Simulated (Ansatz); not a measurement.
## Li₂S: energy along a strain

Li₂S, Fm-3m, a = 5.708 Å (as given, not relaxed at this level: 0.0 GPa). Ansatz: PBE, PAW, 420 eV, Γ-centred 8×8×8 mesh on 3 atoms, Gaussian smearing 0.05 eV; no spin polarisation. Cell vectors (Å): 0.000 2.854 2.854; 2.854 0.000 2.854; 2.854 2.854 0.000. The cell is strained by x per cent times the pattern (0 0 0 0 1 0) in the order xx yy zz yz xz xy (engineering shears), with fractional coordinates held. y is the free energy over the start, V0 = 15.498 Å³/atom. Symmetry makes y even in x.

```tsv
x (%)	y (meV/atom)
-2.00	?
-1.00	0.17
0.00	0.00
0.25	0.01
0.50	0.04
0.75	0.10
1.25	0.27
1.50	0.38
1.75	0.52
```

Q: Fit y = c2 x² + c4 x⁴ to the other rows, get the stiffness along the pattern, and predict the missing energy.

A: Least squares on the rows shown. y = 0.1726 x² − 0.001013 x⁴. The clamped-ion stiffness p·C·p = 2 × 1.726 eV × 160.2 / 15.498 Å³ = 36 GPa, which is C55 in these axes (C44 of the cubic crystal). At x = -2.00 the fit asked for gives 0.67 meV/atom. The run gave 0.68 meV/atom, so the fit is 0.01 meV/atom too low, a small miss on the scale of the series.